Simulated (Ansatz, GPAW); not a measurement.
This is a calculation of TiC for GPAW 26.7.0 (ASE script). The cell is a database's computed one, not the measured one.

Contents of run.py:

```python
from ase.dft.bandgap import bandgap
from ase.io import read, write
from ase.units import Bohr, GPa
from gpaw import GPAW, PW
from gpaw.elf import elf_from_dft_calculation

atoms = read('POSCAR')

calc = GPAW(mode=PW(800),
            xc='PBE',
            kpts={'size': (11, 11, 11), 'gamma': True},
            occupations={'name': 'methfessel-paxton', 'order': 0, 'width': 0.022},
            nbands=18,
            convergence={'density': 1e-05, 'energy': 1e-05},
            maxiter=150,
            txt='gpaw.txt')
atoms.calc = calc
energy = atoms.get_potential_energy()
forces = atoms.get_forces()
stress = atoms.get_stress()
calc.write('gs.gpw')
write('result.traj', atoms)
print(f'Energy: {energy:.6f} eV')
print('Forces (eV/A):')
print(forces.round(4))
print('Stress (GPa):', (stress / GPa).round(3))
print('Fermi level:', round(calc.get_fermi_level(), 4), 'eV')
print(f'Gap: {bandgap(calc)[0]:.4f} eV, direct: {bandgap(calc, direct=True)[0]:.4f} eV')

# fields on the real-space grid
write('density.cube', atoms, data=calc.get_pseudo_density() * Bohr**3)
write('potential.cube', atoms, data=calc.get_electrostatic_potential())
write('elf.cube', atoms, data=elf_from_dft_calculation(calc).data)
```

Contents of POSCAR:

```
TiC
1.0
    0.0000000000      2.1657188437      2.1657188437
    2.1657188437      0.0000000000      2.1657188437
    2.1657188437      2.1657188437      0.0000000000
Ti C
1 1
Direct
    0.0000000000      0.0000000000      0.0000000000
    0.5000000000      0.5000000000      0.5000000000
```

Potentials or basis: GPAW PAW data sets (gpaw-data 1.2.1), pw.

Launch:

```bash
$ OMP_NUM_THREADS=1 python run.py
```

Question: Translate it to Ansatz 0.2.0. Potentials or basis there: all-electron LAPW, scalar-relativistic.

Answer: As run (cutoffs and basis follow the program's own potentials, and thresholds, step limits or extra output files can differ):

Contents of input.yaml:

```yaml
crystal:
  lattice:
    - [0.0, 2.1657188437, 2.1657188437]
    - [2.1657188437, 0.0, 2.1657188437]
    - [2.1657188437, 2.1657188437, 0.0]
  atoms:
    - { symbol: Ti, position: [0.0, 0.0, 0.0] }
    - { symbol: C, position: [0.5, 0.5, 0.5] }
kpoints:
  mp_grid: { grid: [11, 11, 11] }
scf:
  occupations: { method: gaussian, width: 0.022 }
hamiltonian:
  xc: pbe
  pseudopotentials: { kind: all_electron, lapw: { basis_error: 0.001 } }
output:
  forces: true
  stress: true
  eigenvalues: true
```

Potentials or basis: all-electron LAPW, scalar-relativistic.

The run is started by

```bash
$ ansatz run input.yaml --threads 1 --pin off --max-ram 3072MiB --backend cpu --events-out ev --progress --plain --runs-dir out
```

Both were run:

|  | GPAW | Ansatz |
| --- | --- | --- |
| Pressure | 0.9 GPa | 0.2 GPa |

Where Ansatz's input types no cutoff or centring, it takes its own default and a Γ-centred mesh.

Pressure is positive in compression.
